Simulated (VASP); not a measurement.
# CdTe: single point with BLYP

**Experimental background.**

From a printed reference work, data compilation, for a bulk crystal of CdTe at 0 K: band gap 1.607 eV.

Crystal: CdTe.

```
Te Cd
1.0
     0.00000    3.38160    3.38160
     3.38160    0.00000    3.38160
     3.38160    3.38160    0.00000
Te Cd
1 1
Direct
  0.75000 0.75000 0.75000
  0.00000 0.00000 0.00000
```

```json
{
  "Program": "VASP 6.6.1",
  "Task": "single point",
  "Functional": "BLYP",
  "Potentials or basis": "VASP PAW PBE potentials, release 64 (Te, Cd)",
  "Cutoff": "520 eV",
  "k mesh": "7 × 7 × 7",
  "Occupations": "fermi-dirac, width 0.05 eV",
  "Spin": "no spin polarisation"
}
```

| Quantity | Value |
| --- | --- |
| Pressure | 0.2 GPa |
| Band gap on the k mesh | 0.32 eV, direct |

Levels at points of the mesh, in eV from the valence-band top:
```tsv
k point	band 6	band 7	band 8	band 9	band 10	band 11	band 12	band 13
(0.00, 0.00, 0.00)	-7.81	0.00	0.00	0.00	0.32	4.67	4.67	4.67
```

It took 79 s on 1 thread of AMD EPYC 7R13, on a shared host, peak memory 0.18 GiB.

Measured gap of CdTe: 1.607 eV (0 K; a printed reference work, data compilation). This calculation gives 0.32 eV (-1.29 eV). So large a miss can be the level of theory's own, or it may mean another phase, state or a wrong row. Spin-orbit coupling on Cd, Te is left out. The value is that of BLYP, without temperature or zero-point motion. Semilocal functionals fall short of measured gaps as a rule.

Caveat: the PAW data sets were made with another functional, which shifts forces and pressure a little; spin-orbit coupling is left out, which moves the levels of the heavy elements.
